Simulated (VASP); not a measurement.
Set up this calculation in VASP 6.6.1, as the native input.

```
Task                   : single point
Functional             : LDA
Potentials or basis    : VASP PAW LDA potentials, release 64 (P)
Cutoff                 : 520 eV
k mesh                 : 8 × 8 × 12
Occupations            : fermi-dirac, width 0.1 eV
Spin                   : no spin polarisation
Dipole correction      : no
Further INCAR settings : ALGO = Normal; EDIFF = 1e-07; NBANDS = 14
```

The structure of P lies in POSCAR:

```
P
1.0
    4.3787265793      0.0000000000      0.0000000000
   -2.1893632897      3.7920884539      0.0000000000
    0.0000000000      0.0000000000      2.4770099925
P
3
Direct
    0.0000000000      0.0000000000      0.0000000000
    0.3333333333      0.6666666667      0.5000000000
    0.6666666667      0.3333333333      0.5000000000
```

The cell was built by a generator and needn't be a form met in nature.

The input as run:

INCAR

```
PREC = Accurate
ENCUT = 520
EDIFF = 1E-7
ISMEAR = -1
SIGMA = 0.1
LREAL = F
LASPH = T
NELM = 80
ALGO = Normal
ISIF = 2
LWAVE = F
LCHARG = F
NBANDS = 14
```

KPOINTS

```
regular mesh
0
Gamma
  8 8 12
```

Potentials or basis: VASP PAW LDA potentials, release 64 (P).

Run with:

```bash
$ cat potpaw_LDA.64/P/POTCAR > POTCAR
$ mpirun -np 1 vasp_std > vasp.out
```

Results of the run:

```yaml
Pressure: -0.1 GPa
Band_gap_on_the_k_mesh: none (metal or under the smearing width)
```

It took 11 s on 1 thread of Intel(R) Xeon(R) 6975P-C (Granite Rapids) (shared host), peak memory 0.15 GiB.
